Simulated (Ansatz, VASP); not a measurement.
**SiNi: VASP beside Ansatz**

```
Ni Si
1.0
     0.00000    2.31321    2.31321
     2.31321    0.00000    2.31321
     2.31321    2.31321    0.00000
Ni Si
1 1
Direct
  0.00000 0.00000 0.00000
  0.50000 0.50000 0.50000
```

Change from the starting cell: volume scaled by 0.93, to set the pressure.

Alike in both runs: task single point; functional PBE; k mesh 15 × 15 × 15; occupations fermi-dirac, width 0.05 eV; no spin polarisation.

|  | VASP | Ansatz |
| --- | --- | --- |
| version | VASP 6.6.1 | Ansatz 0.2.0 |
| potentials or method | VASP PAW PBE potentials, release 64 (Ni, Si) | PAW with Ansatz's default frozen-core files, scalar-relativistic |
| plane-wave cutoff (eV) | 520 | 420 |
| valence electrons in the cell | 14 | 22 |

|  | VASP | Ansatz | Ansatz less VASP |
| --- | --- | --- | --- |
| pressure (GPa) | 12.1 | 12.1 | +0.04 |

The two sets of potentials don't hold the same shells in valence.

Spin polarisation is off, so any magnetic state and its effect on volume and gap are missing.
